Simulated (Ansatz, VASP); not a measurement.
**One calculation of MoS2, two programs**

POSCAR

```
MoS2
1.0
    3.2202374489      0.0000000000      0.0000000000
   -1.6101187245      2.7888074370      0.0000000000
    0.0000000000      0.0000000000      5.9450268340
Mo S
1 2
Direct
    0.0000000000      0.0000000000      0.0000000000
    0.3333333333      0.6666666667      0.2600310814
    0.6666666667      0.3333333333      0.7399689186
```

The input INCAR.step1:

```
SYSTEM = MoS2
PREC     = Accurate       ! precision mode
ENCUT    = 520            ! plane-wave cutoff, eV
EDIFF    = 1E-5           ! SCF threshold, eV
ISMEAR   = -1             ! smearing method
SIGMA    = 0.02           ! smearing width, eV
LREAL    = .False.        ! projectors in reciprocal space
LASPH    = .True.         ! aspherical terms in the spheres
NELM     = 100            ! most SCF steps
ALGO     = Normal         ! electronic algorithm
ISIF     = 2              ! what is computed and relaxed
LWAVE    = .True.         ! write WAVECAR
LCHARG   = .False.        ! write CHGCAR
GGA      = PE             ! functional
NBANDS   = 20             ! bands
```

Contents of INCAR.step2:

```
SYSTEM = MoS2
PREC     = Accurate       ! precision mode
ENCUT    = 520            ! plane-wave cutoff, eV
EDIFF    = 1E-7           ! SCF threshold, eV
ISMEAR   = -1             ! smearing method
SIGMA    = 0.02           ! smearing width, eV
LREAL    = .False.        ! projectors in reciprocal space
LASPH    = .True.         ! aspherical terms in the spheres
NELM     = 100            ! most SCF steps
ALGO     = Normal         ! electronic algorithm
ISIF     = 2              ! what is computed and relaxed
LWAVE    = .False.        ! write WAVECAR
LCHARG   = .False.        ! write CHGCAR
GGA      = PE             ! functional
LHFCALC  = .True.         ! exact exchange
HFSCREEN = 0.2079         ! screening, 1/A
PRECFOCK = Normal       
ISTART   = 1            
NBANDS   = 20             ! bands
```

File KPOINTS:

```
regular mesh
0
Gamma
  6 6 2
  0 0 0
```

Input for Ansatz:

```yaml
crystal:
  lattice:
    - [3.2202374489, 0.0, 0.0]
    - [-1.6101187245, 2.788807437, 0.0]
    - [0.0, 0.0, 5.945026834]
  atoms:
    - { symbol: Mo, position: [0.0, 0.0, 0.0] }
    - { symbol: S, position: [0.3333333333, 0.6666666667, 0.2600310814] }
    - { symbol: S, position: [0.6666666667, 0.3333333333, 0.7399689186] }
kpoints:
  mp_grid: { grid: [6, 6, 2] }
hamiltonian:
  xc: hse06
scf:
  occupations: { method: fermi_dirac, width: 0.02 }
  n_extra_bands: 4
output:
  forces: true
  stress: true
  eigenvalues: true
  write_density: true
  write_potential: true
  elf: true
  volumetric_format: npy
```

The cell was built by a generator and needn't be a form met in nature.

Alike in both runs: task single point; functional HSE06; k mesh 6 × 6 × 2; occupations fermi-dirac, width 0.02 eV; no spin polarisation.

|  | VASP | Ansatz |
| --- | --- | --- |
| version | VASP 6.6.1 | Ansatz 0.2.0 |
| potentials or method | VASP PAW PBE potentials, release 64 (Mo_sv, S) | plane waves, PAW |
| plane-wave cutoff (eV) | 520 | 420 |
| valence electrons in the cell | 26 | 26 |

```csv
,VASP,Ansatz,Ansatz less VASP
pressure (GPa),-2.5,-2.3,+0.24
largest component of the traceless stress (GPa),2.01,2.07,+0.062
rms of the force components (eV/Å),0.174,0.164,-0.0102
```

Atom by atom the forces differ by 0.010 eV/Å (rms over components). Ansatz warned: «filled_band_counts_differ_across_k_points».

Caveats: the k mesh is coarse (spacing up to 0.53 Å⁻¹), so the values aren't converged, least of all with exact exchange; the PAW data sets were made with another functional, which shifts forces and pressure a little (VASP); this functional lacks dispersion, which binds the layers, so the pressure and a relaxed spacing across them are unreliable.
